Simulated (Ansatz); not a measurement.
# Mg2B3: competing structures

Level of theory: DFT PBE, scalar-relativistic, plane waves, PAW in Ansatz. All cells share a 420 eV cutoff and Γ-centred k meshes spaced at most about 0.3 Å⁻¹ (about 0.25 or finer for metals, 2π included). No spin polarisation.

The zero of energy is the elements' standard structures at the same level; no fitted shifts are applied.

Temperature and zero-point effects are left out. Larger cells and other orderings weren't all tried, so the list isn't exhaustive. The k mesh leaves some 4 meV/atom of noise in the energy of each metallic cell.

Invented guesses were relaxed alike, and ends that match in structure were merged. ΔE counts from the first row. Coordination counts B atoms around Mg (those within 1.25 times the shortest such distance or 1.15 times the sum of covalent radii; a plus sign parts nearer from farther groups; the shortest distance is added where it is long for a bond; a slash parts the counts of unlike sites). The ends were matched against large subsets of the Crystallography Open Database and the Materials Project, so a missing match doesn't prove that a structure is unreported.

| # | reached from | type and space group | atoms | Å³/atom | coordination | ΔE (meV/atom) | gap on mesh (eV) | in databases |
| --- | --- | --- | --- | --- | --- | --- | --- | --- |
| 1 | Ti2H3 type (P4_2/mcm) | P4_2/mcm (No. 132) | 10 | 14.1 | Mg 6 | 0 | 0.00 | no match |
| 2 | Bi2Se3 type (R-3m) | R-3m (No. 166) | 5 | 11.4 | Mg 9 | 115 | 0.00 | no match |
| 3 | Ga3Pt2 type (P-3m1) | P-3m1 (No. 164) | 5 | 12.1 | Mg 4+3 | 277 | 0.00 | no match |
| 4 | random cell | P6/mmm (No. 191) | 5 | 17.2 | Mg 6 from 2.8 Å | 435 | 0.00 | no match |
| 5 | Fe3Ge2 type (P-6m2) | P-6m2 (No. 187) | 5 | 12.2 | Mg 8/3+6 | 727 | 0.00 | no match |
| 6 | random cell | Pm-3m (No. 221) | 5 | 15.8 | Mg 6/12 from 3.0 Å | 1709 | 0.00 | no match |
| 7 | random cell | P6/mmm (No. 191) | 5 | 13.4 | Mg 2 | 1717 | 0.00 | no match |

The lowest: Space group P4_2/mcm (No. 132), tetragonal, a = 6.708 Å, c = 3.143 Å. Around Mg lie 6 B at 2.47–2.50 Å; B on a site of symmetry 222 is surrounded by 2 B at 1.57 Å and 4 Mg at 2.50 Å; B on a site of symmetry -42m has 2 B at 1.57 Å and 4 Mg at 2.47 Å. Its energy over the elements is +0.21 eV/atom. It can't be a ground state, since the elements alone are lower. An observed structure of this formula, if there is one, may be missing.

```cif
data_structure
_symmetry_space_group_name_H-M 'P4_2/mcm'
_symmetry_Int_Tables_number 132
_cell_length_a 6.7078
_cell_length_b 6.7078
_cell_length_c 3.1426
_cell_angle_alpha 90.000
_cell_angle_beta 90.000
_cell_angle_gamma 90.000
_cell_volume 141.40
loop_
_atom_site_label
_atom_site_type_symbol
_atom_site_symmetry_multiplicity
_atom_site_Wyckoff_symbol
_atom_site_fract_x
_atom_site_fract_y
_atom_site_fract_z
_atom_site_occupancy
Mg1 Mg 4 j 0.75347 0.24653 0.00000 1
B1 B 4 e 0.50000 0.00000 0.75000 1
B2 B 2 b 0.00000 0.00000 0.75000 1
```

The second: Space group R-3m (No. 166), trigonal, a = 3.053 Å, c = 21.135 Å. Around Mg lie 9 B at 2.46–2.53 Å; B on a site of symmetry -3m has 6 Mg at 2.46 Å; around B on a site of symmetry 3m lie 3 B at 1.76 Å and 6 Mg at 2.51–2.53 Å. Counting B atoms around Mg, the first has Mg 6 and the second has Mg 9. The first holds B–B chains (shortest 1.57 Å); the second holds B–B nets (shortest 1.76 Å). Cells relaxed within their symmetry can be saddle points. Some structure types and database cells were kept out of the candidates from the start, so a known form may be missing.
